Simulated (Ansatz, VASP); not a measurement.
# Sr: VASP beside Ansatz

```xyz
2
Lattice="4.2678 0.0000 0.0000 -2.1339 3.6960 0.0000 0.0000 0.0000 7.0133" Properties=species:S:1:pos:R:3 pbc="T T T"
Sr    0.0000    2.4640    1.7533
Sr    2.1339    1.2320    5.2600
```

Alike in both runs: functional PBE; k mesh 12 × 12 × 6; occupations gaussian, width 0.1 eV; no spin polarisation.

Ansatz relaxed the structure, and its values are those at the end. VASP's run is a single point on that final structure, the one shown.

|  | VASP | Ansatz |
| --- | --- | --- |
| version | VASP 6.6.1 | Ansatz 0.2.0 |
| potentials or method | VASP PAW PBE potentials, release 64 (Sr_sv) | scalar-relativistic, plane waves, PAW |
| plane-wave cutoff (eV) | 520 | 420 |
| valence electrons in the cell | 20 | 20 |

|  | VASP | Ansatz | Ansatz less VASP |
| --- | --- | --- | --- |
| gap on the k mesh at the Fermi level (eV) | none | none | - |
| pressure (GPa) | 0.0 | 0.0 | -0.01 |

A gap of «none» marks a metal or a gap that the smearing closes.
